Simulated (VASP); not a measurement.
Crystal: CrO2.

```xyz
3
Lattice="0.0000 2.3831 2.3831 2.3831 0.0000 2.3831 2.3831 2.3831 0.0000" Properties=species:S:1:pos:R:3 pbc="T T T"
Cr    0.0000    0.0000    0.0000
O     1.1915    1.1915    1.1915
O     3.5746    3.5746    3.5746
```

Measurements of this composition are mostly on another form, of space group No. 136.

| Item | Value |
| --- | --- |
| Program | VASP 6.6.1 |
| Task | single point |
| Functional | PBE |
| Potentials or basis | VASP PAW PBE potentials, release 64 (Cr_pv, O) |
| Cutoff | 520 eV |
| k mesh | 10 × 10 × 10 |
| Occupations | fermi-dirac, width 0.05 eV |
| Spin | collinear spin, ferromagnetic start |
| Starting moments | [3.0, 0.0, 0.0] μB |

On this cell: pressure -7.9 GPa; largest force zero by symmetry; net moment 2.00 μB per cell; site moments Cr +2.21; O -0.13 μB; band gap on the k mesh 0.36 eV, indirect (least direct gap 0.37 eV).

The same run follows on a disturbed copy (atoms moved at random, drawn with an rms of 0.05 Å):

```xyz
3
Lattice="0.0000 2.3831 2.3831 2.3831 0.0000 2.3831 2.3831 2.3831 0.0000" Properties=species:S:1:pos:R:3 pbc="T T T"
Cr    0.0309    0.0065    0.0048
O     1.1882    1.2046    1.1614
O     3.5614    3.6028    3.5652
```

Question: What changes?

Answer: The energy moves by +4.3 meV/atom; pressure -7.6 GPa; largest force 0.395 eV/Å; net moment 2.00 μB per cell; site moments Cr +2.20; O -0.13 μB; band gap on the k mesh 0.35 eV, indirect (least direct gap 0.39 eV).

Forces on the atoms (eV/Å):
```
Cr  -0.319  0.104 -0.207
O    0.067  0.099  0.285
O    0.252 -0.203 -0.078
```

Stress tensor (GPa, compression positive):
```
-7.56  0.46  0.67
 0.46 -7.59 -0.37
 0.67 -0.37 -7.55
```

Caveats: a cell with one magnetic atom can't hold antiferromagnetic order, which such compounds often take.

A k mesh can miss the band edges.
